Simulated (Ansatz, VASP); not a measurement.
Ni: VASP beside Ansatz

```
CELL_PARAMETERS angstrom
-1.38372 1.38372 1.38372
1.38372 -1.38372 1.38372
1.38372 1.38372 -1.38372
ATOMIC_POSITIONS crystal
Ni 0.00000 0.00000 0.00000
```

This isn't the form of Ni at room conditions, which is fcc.

Alike in both runs: task single point; functional PBE; k mesh 13 × 13 × 13; occupations methfessel-paxton of order 1, width 0.1 eV; collinear spin.

|  | VASP | Ansatz |
| --- | --- | --- |
| version | VASP 6.6.1 | Ansatz 0.2.0 |
| potentials or method | VASP PAW PBE potentials, release 64 (Ni), cutoff 520 eV | all-electron (LAPW or listed datasets) |

```tsv
	VASP	Ansatz	Ansatz less VASP
gap on the k mesh at the Fermi level (eV)	none	none	-
net moment per atom (μB)	0.59	0.60	+0.008
size of the moment on the site where the two differ most (μB)	0.60	0.62	+0.025
```

Site moments also hang on the region over which each program counts them. A gap of «none» marks a metal or a gap that the smearing closes. Ansatz ran all-electron here, so the differences hold the error of VASP's frozen core and of both bases. Ansatz warned: «stability_check_not_made».
